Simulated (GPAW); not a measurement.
TiAl3:

```xyz
4
Lattice="2.8397 0.0000 0.0000 0.0000 4.6813 0.0000 0.0000 0.0000 4.9007" Properties=species:S:1:pos:R:3 pbc="T T T"
Ti    0.0000    2.3406    0.8131
Al    0.0000    0.0000    4.0965
Al    1.4198    0.0000    1.6217
Al    1.4198    2.3406    3.2701
```

The cell comes from a database or a generator and needn't be the stable form of this composition.

* Program: GPAW 26.7.0
* Task: relaxation of cell and atoms
* Functional: PBEsol
* Dispersion: D3(BJ)+ATM
* Potentials or basis: PAW data sets generated in the run's folder for this functional
* Cutoff: 600 eV
* Basis: pw
* k mesh: 7 × 4 × 4
* Occupations: fermi-dirac, width 0.05 eV
* Spin: no spin polarisation

At the start: pressure -5.8 GPa; volume 16.29 Å³/atom.

Question: How do energy, volume and symmetry change on relaxing?

Answer: Over 10 steps the energy falls by 18.3 meV/atom and the volume is 15.35 Å³/atom (-5.7 %); space group Pmm2 (No. 25, to 0.05 Å).

Step by step:
| step | energy change (eV) | largest force (eV/Å) | pressure (GPa) | volume (Å³) |
| --- | --- | --- | --- | --- |
| 1 | 0.0000 | 0.0693 | -5.81 | 65.15 |
| 2 | -0.0145 | 0.0561 | -5.23 | 64.74 |
| 3 | -0.0696 | 0.0805 | 0.57 | 61.21 |
| 4 | -0.0707 | 0.0590 | 0.11 | 61.45 |
| 5 | -0.0714 | 0.0380 | -0.07 | 61.54 |
| 6 | -0.0726 | 0.0375 | -0.20 | 61.59 |
| 7 | -0.0728 | 0.0525 | -0.07 | 61.52 |
| 8 | -0.0729 | 0.0499 | 0.08 | 61.43 |
| 9 | -0.0730 | 0.0366 | 0.16 | 61.39 |
| 10 | -0.0732 | 0.0181 | 0.15 | 61.40 |

Final structure:
```yaml
crystal:
  lattice:
    - [2.81591, 0.00000, 0.00000]
    - [0.00000, 4.53057, 0.00000]
    - [0.00000, 0.00000, 4.81296]
  atoms:
    - { symbol: Ti, position: [0.00000, 0.50000, 0.16604] }
    - { symbol: Al, position: [0.00000, 0.00000, 0.83558] }
    - { symbol: Al, position: [0.50000, 0.00000, 0.32977] }
    - { symbol: Al, position: [0.50000, 0.50000, 0.66861] }
```

Caveat: later steps reuse the first step's grids; pairwise dispersion overbinds metals, which lowers pressure and volume.
